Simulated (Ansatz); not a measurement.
## Field gradients of In2O3 from run to run

Cell of run 1: an entry of the Crystallography Open Database (COD), taken as it stands.

Space group R-3c:H (No. 167); a = 5.4870, c = 14.5100 Å, γ = 120.00°.

```csv
site,Wyckoff,site symmetry,x,y,z
In,12c,3.,0.0000,0.0000,0.3573
O,18e,.2,0.9647,0.3333,0.5833
```

One atom of each set is listed; the run and its k-mesh use a cell of 10 atoms with edges of 5.78, 5.78, 5.78 Å.

Relaxed positions (PBE, cell held):

In (0.0000, 0.0000, 0.3579)
O (0.9626, 0.3333, 0.5833)

All runs are DFT with Ansatz 0.2.0 (plane waves and PAW, scalar-relativistic unless spin–orbit coupling is named, Γ-centred meshes, Fermi–Dirac smearing where given) in this cell.

Run 1: PBE, atoms as given; 420 eV, 7×7×7 k-points, smearing 0.02 eV.
Run 2: PBE, atoms relaxed; 420 eV, 7×7×7 k-points, smearing 0.02 eV.
Run 3: r2SCAN, at the relaxed atoms; 500 eV, 7×7×7 k-points, smearing 0.02 eV.
Run 4: PBE with spin–orbit coupling, at the relaxed atoms; 420 eV, 7×7×7 k-points, smearing 0.02 eV.
Run 5: LDA, at the relaxed atoms; 420 eV, 7×7×7 k-points, smearing 0.02 eV.
Run 6: PBEsol, at the relaxed atoms; 420 eV, 7×7×7 k-points, smearing 0.02 eV.

**Question.** What does each run give, and what moves the gradients most?

**Answer.** 

```json
{"run": "1", "In V_zz (η)": "4.85 (0.00)", "O V_zz (η)": "-4.54 (0.54)"}
{"run": "2", "In V_zz (η)": "4.81 (0.00)", "O V_zz (η)": "-4.41 (0.56)"}
{"run": "3", "In V_zz (η)": "4.91 (0.00)", "O V_zz (η)": "-4.17 (0.57)"}
{"run": "4", "In V_zz (η)": "4.79 (0.00)", "O V_zz (η)": "-4.42 (0.56)"}
{"run": "5", "In V_zz (η)": "4.81 (0.00)", "O V_zz (η)": "-4.39 (0.56)"}
{"run": "6", "In V_zz (η)": "4.81 (0.00)", "O V_zz (η)": "-4.37 (0.56)"}
```

V_zz in 10²¹ V/m². Against run 1, the gradient tensors on these sites move by at most 0.15 in run 2 (O), 0.39 in run 3 (O), 0.14 in run 4 (O), 0.18 in run 5 (O), 0.18 in run 6 (O). Taken one at a time, the functional (between the two that differ most) moves the tensors on these sites by up to 0.25 (largest principal value of the change, on O), the positions of the atoms (as given or relaxed) by 0.15 (O), spin–orbit coupling by 0.03 (In).

The cell isn't the equilibrium one in runs 1, 2, 4 (calculated pressure 8, 8, 8 GPa), and the entry's cell may itself be off.
